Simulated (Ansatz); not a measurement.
Crystal: C, bcc type, 1 atom in the cell.

Computed with PBE, plane waves, PAW datasets (generated soft set 1) (Ansatz 0.2.0 development build).

Cutoff 420 eV; k-mesh 64×64×64 Γ-centred; Fermi–Dirac smearing of 0.0612 eV; no spin polarisation.

```csv
V (Å³/atom),a (Å),E − E(min) (meV/atom),P (GPa)
6.295,2.3263,14.48,12.52
6.429,2.3427,6.03,7.78
6.563,2.3589,1.33,3.53
6.696,2.3748,0.00,-0.28
6.830,2.3905,1.69,-3.70
6.964,2.4060,6.09,-6.78
7.098,2.4214,12.93,-9.55
```

Task: Fit a third-order Birch–Murnaghan equation of state to the energies.

Result: V₀ = 6.686 Å³/atom (a₀ = 2.374 Å), B₀ = 182 GPa, B₀′ = 4.35.

The published all-electron PBE values for this crystal (mean of FLEUR and WIEN2k, k-spacing 0.06 Å⁻¹; Bosoni et al., Nat. Rev. Phys. 6, 45 (2024)) are V₀ = 6.686 Å³/atom, B₀ = 181.8 GPa, B₀′ = 4.41.

The stress includes the program's correction for the finite plane-wave basis.

This cubic structure is a model: it isn't the usual form of the substance at ambient conditions, and such phases are metastable or hypothetical.
